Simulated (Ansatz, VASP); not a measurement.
## Re: VASP beside Ansatz

The input INCAR:

```
SYSTEM = Re
PREC = Accurate
ENCUT = 520
EDIFF = 1E-6
ISMEAR = 0
SIGMA = 0.1
LREAL = .FALSE.
LASPH = .TRUE.
NELM = 80
ALGO = Normal
ISIF = 2
LWAVE = .FALSE.
LCHARG = .TRUE.
GGA = PS
LELF = .TRUE.
LVHAR = .TRUE.
NBANDS = 14
```

KPOINTS

```
regular mesh
0
G
  9 9 4
  0 0 0
```

File POSCAR:

```
Re
1.0
    2.7608000000      0.0000000000      0.0000000000
   -1.3804000000      2.3909229348      0.0000000000
    0.0000000000      0.0000000000      4.4582000000
Re
2
Direct
    0.3333333333      0.6666666667      0.2500000000
    0.6666666667      0.3333333333      0.7500000000
```

Input for Ansatz:

```yaml
crystal:
  lattice:
    - [2.7608, 0.0, 0.0]
    - [-1.3804, 2.3909229348, 0.0]
    - [0.0, 0.0, 4.4582]
  atoms:
    - { symbol: Re, position: [0.3333333333, 0.6666666667, 0.25] }
    - { symbol: Re, position: [0.6666666667, 0.3333333333, 0.75] }
basis:
  ecutwfc: 420
kpoints:
  mp_grid: { grid: [9, 9, 4] }
hamiltonian:
  xc: pbesol
scf:
  occupations: { method: gaussian, width: 0.1 }
output:
  forces: true
  stress: true
  eigenvalues: true
```

Alike in both runs: task single point; functional PBEsol; k mesh 9 × 9 × 4; occupations gaussian, width 0.1 eV; no spin polarisation.

|  | VASP | Ansatz |
| --- | --- | --- |
| version | VASP 6.6.1 | Ansatz 0.2.0 |
| potentials or method | VASP PAW PBE potentials, release 64 (Re) | scalar-relativistic, plane waves, PAW |
| plane-wave cutoff (eV) | 520 | 420 |
| valence electrons in the cell | 14 | 30 |

VASP gave:

| Item | Value |
| --- | --- |
| gap on the k mesh at the Fermi level (eV) | none |
| pressure (GPa) | -4.4 |
| largest component of the traceless stress (GPa) | 0.36 |

Task: What did Ansatz give for the same quantities?

Result: gap on the k mesh at the Fermi level (eV): none; pressure (GPa): -4.3; largest component of the traceless stress (GPa): 0.25.

A gap of «none» marks a metal or a gap that the smearing closes. The two sets of potentials don't hold the same shells in valence.

Caveats: the PAW data sets were made with another functional, which shifts forces and pressure a little (VASP). Spin-orbit coupling is left out, which matters for the levels of Re.
